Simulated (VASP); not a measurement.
# RbBr (Fm-3m) in VASP: a series of runs, part 2 of 3

VASP 6.6.1. The steps go on from the part before.

## 4. Relaxation of cell and atoms, PBEsol

INCAR reads:

```
PREC = Accurate ; ENCUT = 600
EDIFF = 1E-6 ; ISMEAR = 0
SIGMA = 0.03 ; LREAL = False
LASPH = True ; NELM = 80
ALGO = Normal ; ISIF = 3
LWAVE = False ; LCHARG = False
GGA = PS ; IBRION = 2
NSW = 90 ; EDIFFG = -0.01
```

KPOINTS reads:

```
Automatic mesh
0
Gamma
  8 8 8
```

POSCAR reads:

```
RbBr
1.0
    0.0000000000      3.4270000000      3.4270000000
    3.4270000000      0.0000000000      3.4270000000
    3.4270000000      3.4270000000      0.0000000000
Rb Br
1 1
Direct
    0.0000000000      0.0000000000      0.0000000000
    0.5000000000      0.5000000000      0.5000000000
```

Potentials or basis: VASP PAW PBE potentials, release 64 (Rb_sv, Br).

Run with:

```bash
$ cat potpaw_PBE.64/Rb_sv/POTCAR potpaw_PBE.64/Br/POTCAR > POTCAR
$ mpirun -np 1 vasp_std > vasp.out
```

OUTCAR:

```text
PREC = Accurate
   ENCUT = 600
   EDIFF = 1E-6
   ISMEAR = 0
   LREAL = False
   LASPH = True
   NELM = 80
   ISIF = 3
   GGA = PS
   IBRION = 2
   NSW = 90
   EDIFFG = -0.01

 ion  position               nearest neighbor table
   1  0.000  0.000  0.000-   2 3.43   2 3.43   2 3.43   2 3.43   2 3.43   2 3.43
   2  0.500  0.500  0.500-   1 3.43   1 3.43   1 3.43   1 3.43   1 3.43   1 3.43

  LATTYP: Found a face centered cubic cell.
 ALAT       =     6.8540000000

  Lattice vectors:

 A1 = (   0.0000000000,   3.4270000000,   3.4270000000)
 A2 = (   3.4270000000,   0.0000000000,   3.4270000000)
 A3 = (   3.4270000000,   3.4270000000,   0.0000000000)

Analysis of symmetry for initial positions (statically):
=====================================================================
 Subroutine PRICEL returns:
 Original cell was already a primitive cell.

 Routine SETGRP: Setting up the symmetry group for a
 face centered cubic supercell.

 Subroutine GETGRP returns: Found 48 space group operations
 (whereof 48 operations were pure point group operations)
 out of a pool of 48 trial point group operations.

The static configuration has the point symmetry O_h .

Analysis of symmetry for dynamics (positions and initial velocities):
=====================================================================
 Subroutine PRICEL returns:
 Original cell was already a primitive cell.

 Routine SETGRP: Setting up the symmetry group for a
 face centered cubic supercell.

 Subroutine GETGRP returns: Found 48 space group operations
 (whereof 48 operations were pure point group operations)
 out of a pool of 48 trial point group operations.

The dynamic configuration has the point symmetry O_h .

 Subroutine INISYM returns: Found 48 space group operations
 (whereof 48 operations are pure point group operations),
 and found     1 'primitive' translations

----------------------------------------------------------------------------------------

                                     Primitive cell

  volume of cell :      80.4956

  direct lattice vectors                    reciprocal lattice vectors
     0.000000000  3.427000000  3.427000000    -0.145900204  0.145900204  0.145900204
     3.427000000  0.000000000  3.427000000     0.145900204 -0.145900204  0.145900204
     3.427000000  3.427000000  0.000000000     0.145900204  0.145900204 -0.145900204

  length of vectors
     4.846509878  4.846509878  4.846509878     0.252706567  0.252706567  0.252706567

  position of ions in fractional coordinates (direct lattice)
     0.000000000  0.000000000  0.000000000
     0.500000000  0.500000000  0.500000000

  ion indices of the primitive-cell ions
   primitive index   ion index
                 1           1
                 2           2

----------------------------------------------------------------------------------------

 KPOINTS: Automatic mesh

Automatic generation of k-mesh.
 Grid dimensions read from file:
 generate k-points for:    8    8    8

 Generating k-lattice:

  Cartesian coordinates                     Fractional coordinates (reciprocal lattice)
    -0.018237526  0.018237526  0.018237526     0.125000000  0.000000000  0.000000000
     0.018237526 -0.018237526  0.018237526     0.000000000  0.125000000  0.000000000
[... 42 lines left out ...]
   total plane-waves  NPLWV =  64000
   dimension x,y,z NGX =    40 NGY =   40 NGZ =   40
   dimension x,y,z NGXF=    80 NGYF=   80 NGZF=   80
   ions per type =               1   1
   NGX,Y,Z   is equivalent  to a cutoff of  13.72, 13.72, 13.72 a.u.
   NGXF,Y,Z  is equivalent  to a cutoff of  27.44, 27.44, 27.44 a.u.
 SYSTEM =  unknown system
   PREC   = accura    normal or accurate (medium, high low for compatibility)
   ISTART =      0    job   : 0-new  1-cont  2-samecut
   ICHARG =      2    charge: 1-file 2-atom 10-const
   ISPIN  =      1    spin polarized calculation?
   LNONCOLLINEAR =      F non collinear calculations
   LSORBIT =      F    spin-orbit coupling
   LASPH  =      T    aspherical Exc in radial PAW
   ENCUT  =  600.0 eV  44.10 Ry    6.64 a.u.   9.68  9.68  9.68*2*pi/ulx,y,z
   NELM   =     80;   NELMIN=  2; NELMDL= -5     # of ELM steps
   EDIFF  = 0.1E-05   stopping-criterion for ELM
   LREAL  =      F    real-space projection
   EDIFFG = -.1E-01   stopping-criterion for IOM
   NSW    =     90    number of steps for IOM
   IBRION =      2    ionic relax: 0-MD 1-quasi-New 2-CG
   NFREE  =      1    steps in history (QN), initial steepest desc. (CG)
   ISIF   =      3    stress and relaxation
   ISYM   =      2    0-nonsym 1-usesym 2-fastsym
   POTIM  = 0.5000    time-step for ionic-motion
   TEBEG  =    0.0;   TEEND  =   0.0 temperature during run
   PSTRESS=    0.0 pullay stress
   NELECT =      16.0000    total number of electrons
   NUPDOWN=      -1.0000    fix difference up-down
   EMIN   =  10.00;   EMAX   =-10.00  energy-range for DOS
   EFERMI =   0.00;   METHOD = LEGACY
   ISMEAR =     0;   SIGMA  =   0.03  broadening in eV -4-tet -1-fermi 0-gaus
   EFERMI_NEDOS =   21; number of points for ismear=-14 and -15
   IALGO  =     38    algorithm
   IMIX   =      4    mixing-type and parameters
     AMIX     =   0.40;   BMIX     =  1.00
     AMIX_MAG =   1.60;   BMIX_MAG =  1.00
  volume/ion in A,a.u.               =      40.25       271.61
  Fermi-wavevector in a.u.,A,eV,Ry     =   0.955412  1.805467 12.419564  0.912812
  Thomas-Fermi vector in A             =   2.084247
   LORBIT       =      0    0 simple, 1 ext, 2 COOP (PROOUT), +10 PAW based schemes
   GGA     = PS    functional components
   LHFCALC =     F    Hartree Fock is set to
   AEXX    =    0.0000 exact exchange contribution
   IVDW    =     0    specifies the selected vdW correction
   LEPSILON=     F    determine dielectric tensor
   LRPA    =     F    only Hartree local field effects (RPA)
 conjugate gradient relaxation of ions
 non-spin polarized calculation
 Gauss-broadening in eV      SIGMA  =   0.03
  energy-cutoff  :      600.00
  volume of cell :       80.50
 maximum number of plane-waves:      2733
   NGX = 19   NGY = 19   NGZ = 19

 number of electron      16.0000001 magnetization

 Free energy of the ion-electron system (eV)
  ---------------------------------------------------
  ext. energy  EPLUGINS =         0.00000000
  ---------------------------------------------------
  free energy    TOTEN  =        -6.35542741 eV

  energy without entropy =       -6.35542741  energy(sigma->0) =       -6.35542741

 E-fermi :  -1.6366     XC(G=0):  -7.4053

 val. band max:       -1.8452028215   @ k =   0.0000   0.0000   0.0000
 cond. band min:       2.3663138066   @ k =   0.0000   0.0000   0.0000
 fundamental gap:      4.2115166280
 Fermi energy:        -1.6366086921

 k-point     1 :       0.0000    0.0000    0.0000
  band No.  band energies     occupation
      1     -26.2004      2.00000
      2     -14.0388      2.00000
      3     -10.2879      2.00000
      4     -10.2879      2.00000
      5     -10.2879      2.00000
      6      -1.8452      2.00000
      7      -1.8452      2.00000
      8      -1.8452      2.00000
      9       2.3663      0.00000
     10       5.3551      0.00000
     11       5.3551      0.00000
     12       5.3551      0.00000
[... 331 lines left out ...]
 k-point    24 :      -0.3750    0.2500    0.1250
  band No.  band energies     occupation
      1     -26.1893      2.00000
      2     -14.0468      2.00000
      3     -10.3586      2.00000
      4     -10.3442      2.00000
      5     -10.2695      2.00000
      6      -2.6324      2.00000
      7      -2.2066      2.00000
      8      -2.1847      2.00000
      9       4.9991      0.00000
     10       5.4617      0.00000
     11       6.9335      0.00000
     12       7.0678      0.00000

 [... further k-points ...]

------------------------ aborting loop because EDIFF is reached ----------------------------------------

  FORCE on cell =-STRESS in cart. coord.  units (eV):
  Direction    XX          YY          ZZ          XY          YZ          ZX
  --------------------------------------------------------------------------------------
  -------------------------------------------------------------------------------------
  Total       -0.0116511     -0.0116511     -0.0116511      0.0000000     -0.0000000     -0.0000000
  in kB       -0.2319015     -0.2319015     -0.2319015      0.0000000     -0.0000000     -0.0000000
  external PRESSURE =      -0.2319015 kB  Pullay stress =       0.0000000 kB

 VOLUME and BASIS-vectors are now :
 -----------------------------------------------------------------------------
  energy-cutoff  :      600.00
  volume of cell :       80.50
      direct lattice vectors                 reciprocal lattice vectors
     0.000000000  3.427000000  3.427000000    -0.145900204  0.145900204  0.145900204
     3.427000000  0.000000000  3.427000000     0.145900204 -0.145900204  0.145900204
     3.427000000  3.427000000  0.000000000     0.145900204  0.145900204 -0.145900204

 POSITION                                       TOTAL-FORCE (eV/Angst)
 -----------------------------------------------------------------------------------
      0.00000      0.00000      0.00000        -0.000000      0.000000     -0.000000
      3.42700      3.42700      3.42700         0.000000      0.000000      0.000000
 -----------------------------------------------------------------------------------
    total drift:                                0.000000     -0.000000     -0.000000

  FREE ENERGIE OF THE ION-ELECTRON SYSTEM (eV)
  ---------------------------------------------------
  free  energy   TOTEN  =        -6.3554274114 eV

  energy  without entropy=       -6.3554274114  energy(sigma->0) =       -6.35542741

 reached required accuracy - stopping structural energy minimisation
```

It took 21 s on 1 thread of Intel Xeon 6975P-C (Granite Rapids), shared host; peak memory 0.25 GiB.

What came out:

```yaml
Free_energy: -6.3554 eV
Pressure_after_relaxing: 0.0 GPa
Band_gap_on_the_k_mesh: 4.21 eV, direct
```

Final structure:
```cif
data_structure
_symmetry_space_group_name_H-M 'P 1'
_symmetry_Int_Tables_number 1
_cell_length_a 4.8465
_cell_length_b 4.8465
_cell_length_c 4.8465
_cell_angle_alpha 60.000
_cell_angle_beta 60.000
_cell_angle_gamma 60.000
_cell_volume 80.50
loop_
_atom_site_label
_atom_site_type_symbol
_atom_site_fract_x
_atom_site_fract_y
_atom_site_fract_z
_atom_site_occupancy
Rb1 Rb 0.00000 0.00000 0.00000 1
Br1 Br 0.50000 0.50000 0.50000 1
```

Caveat: the relaxation stopped at its first step, so nothing moved; the PAW data sets were made with another functional, which shifts forces and pressure a little. PBEsol gaps usually lie below the measured ones, often by a third to a half.

## 5. Relaxation of cell and atoms, PBEsol

INCAR reads:

```
PREC = Accurate ; ENCUT = 600
EDIFF = 1E-7 ; ISMEAR = 0
SIGMA = 0.03 ; LREAL = False
LASPH = True ; NELM = 80
ALGO = Normal ; ISIF = 3
LWAVE = False ; LCHARG = False
GGA = PS ; IBRION = 2
NSW = 90 ; EDIFFG = -0.005
```

KPOINTS is that of step 4.

POSCAR reads:

```
RbBr                                    
1.0
    0.0000000000      3.4270000000      3.4270000000
    3.4270000000      0.0000000000      3.4270000000
    3.4270000000      3.4270000000      0.0000000000
  Rb              Br            
     1     1
Direct
     0.0000000000000000    0.0000000000000000    0.0000000000000000
     0.5000000000000000    0.5000000000000000    0.5000000000000000
```

Potentials or basis: VASP PAW PBE potentials, release 64 (Rb_sv, Br).

Run with:

```bash
$ cat potpaw_PBE.64/Rb_sv/POTCAR potpaw_PBE.64/Br/POTCAR > POTCAR
$ mpirun -np 1 vasp_std > vasp.out
```

OUTCAR:

```text
PREC = Accurate
   ENCUT = 600
   EDIFF = 1E-7
   ISMEAR = 0
   LREAL = False
   LASPH = True
   NELM = 80
   ISIF = 3
   GGA = PS
   IBRION = 2
   NSW = 90
   EDIFFG = -0.005

 ion  position               nearest neighbor table
   1  0.000  0.000  0.000-   2 3.43   2 3.43   2 3.43   2 3.43   2 3.43   2 3.43
   2  0.500  0.500  0.500-   1 3.43   1 3.43   1 3.43   1 3.43   1 3.43   1 3.43

  LATTYP: Found a face centered cubic cell.
 ALAT       =     6.8540000000

[... 599 lines left out ...]

  FORCE on cell =-STRESS in cart. coord.  units (eV):
  Direction    XX          YY          ZZ          XY          YZ          ZX
  --------------------------------------------------------------------------------------
  -------------------------------------------------------------------------------------
  Total       -0.0049559     -0.0049559     -0.0049559      0.0000000      0.0000000      0.0000000
  in kB       -0.0987240     -0.0987240     -0.0987240      0.0000000      0.0000000      0.0000000
  external PRESSURE =      -0.0987240 kB  Pullay stress =       0.0000000 kB

 VOLUME and BASIS-vectors are now :
 -----------------------------------------------------------------------------
  energy-cutoff  :      600.00
  volume of cell :       80.43
      direct lattice vectors                 reciprocal lattice vectors
    -0.000000000  3.426058445  3.426058445    -0.145940301  0.145940301  0.145940301
     3.426058445  0.000000000  3.426058445     0.145940301 -0.145940301  0.145940301
     3.426058445  3.426058445 -0.000000000     0.145940301  0.145940301 -0.145940301

 POSITION                                       TOTAL-FORCE (eV/Angst)
 -----------------------------------------------------------------------------------
     -0.00000      3.42606      3.42606         0.000000     -0.000000     -0.000000
      3.42606      3.42606      3.42606         0.000000      0.000000      0.000000
 -----------------------------------------------------------------------------------
    total drift:                               -0.000000     -0.000000      0.000000

  FREE ENERGIE OF THE ION-ELECTRON SYSTEM (eV)
  ---------------------------------------------------
  free  energy   TOTEN  =        -6.3554337797 eV

  energy  without entropy=       -6.3554337797  energy(sigma->0) =       -6.35543378

 reached required accuracy - stopping structural energy minimisation
```

OSZICAR:

```text
N       E                     dE             d eps       ncg     rms          rms(c)
DAV:   1     0.988432553557E+02    0.98843E+02   -0.71921E+03   696   0.126E+03
DAV:   2     0.105583195475E+01   -0.97787E+02   -0.90677E+02   952   0.199E+02
DAV:   3    -0.635175914523E+01   -0.74076E+01   -0.73611E+01   856   0.606E+01
DAV:   4    -0.655888837378E+01   -0.20713E+00   -0.20699E+00  1092   0.965E+00
[... 13 lines left out ...]
DAV:   3    -0.635543256498E+01    0.12733E-04   -0.41743E-05  1016   0.407E-02    0.549E-03
DAV:   4    -0.635543314431E+01   -0.57932E-06   -0.15427E-06  1044   0.683E-03    0.281E-03
DAV:   5    -0.635543358478E+01   -0.44047E-06   -0.19387E-07   820   0.327E-03    0.123E-03
DAV:   6    -0.635543376291E+01   -0.17813E-06   -0.37824E-08   512   0.180E-03    0.287E-04
DAV:   7    -0.635543377970E+01   -0.16794E-07   -0.89518E-09   456   0.550E-04
   2 F= -.63554338E+01 E0= -.63554338E+01  d E =-.636462E-05
```

It took 25 s on 1 thread of Intel Xeon 6975P-C (Granite Rapids), shared host; peak memory 0.26 GiB.

What came out:

| Property | Result |
| --- | --- |
| Free energy | -6.3554 eV |
| Relaxed volume | 40.21 Å³/atom |
| Relaxed cell | a = 4.845 Å, b = 4.845 Å, c = 4.845 Å, α = 60.00°, β = 60.00°, γ = 60.00° |
| Space group after relaxing (to 0.05 Å) | Fm-3m (No. 225) |
| Energy gained by relaxing | 0.0 meV/atom |
| Ionic steps | 2 |
| Pressure after relaxing | 0.0 GPa |
| Band gap on the k mesh | 4.21 eV, direct |

Final structure:
```xyz
2
Lattice="0.0000 3.4261 3.4261 3.4261 0.0000 3.4261 3.4261 3.4261 0.0000" Properties=species:S:1:pos:R:3 pbc="T T T"
Rb    0.0000    3.4261    3.4261
Br    3.4261    3.4261    3.4261
```

Caveat: the PAW data sets were made with another functional, which shifts forces and pressure a little.

[end of part 2 of 3]
